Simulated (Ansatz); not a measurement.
Wurtzite BeO, treated with r²SCAN-D4 (PAW; Ansatz, a first-principles code).

Run with plane-wave cutoff 560 eV, 18×18×8 k mesh (along the axes of the cell as run), Fermi–Dirac smearing 0.01 eV, scalar-relativistic PAW data made under PBE.

A third-order Birch–Murnaghan fit to the energies gives V0 = 6.787 Å³/atom, B0 = 198 GPa, B′ = 16.8.

```csv
V (Å³/atom),P (GPa)
6.520,10.01
6.656,…
6.792,0.00
6.928,…
7.064,26.26
```

### Question
Estimate the withheld pressures from this fit; the answers are the runs' own values.

### Answer

- 6.656, P (GPa): 4.77
- 6.928, P (GPa): -4.34

The formula P = (3/2) B0 (x^(7/3) − x^(5/3)) [1 + (3/4)(B′ − 4)(x^(2/3) − 1)] with x = V0/V meets the computed pressures within 31.73 GPa when these rounded values are put in.

Shape and atoms are relaxed at each volume.

Measured, for comparison: bulk modulus 212 GPa (room temperature, not corrected to a static lattice, K' fixed at 4, our sources range from 212 to 224; as tabulated in High-pressure and high-temperature crystal chemistry of beryllium oxide (Scilit …). Computed (rounded) less measured: bulk modulus -7 % (-7 % to -12 % over the range).

Note: the bulk modulus comes from volumes at which shape and atoms were relaxed.

Static lattice: no zero-point or thermal effects.
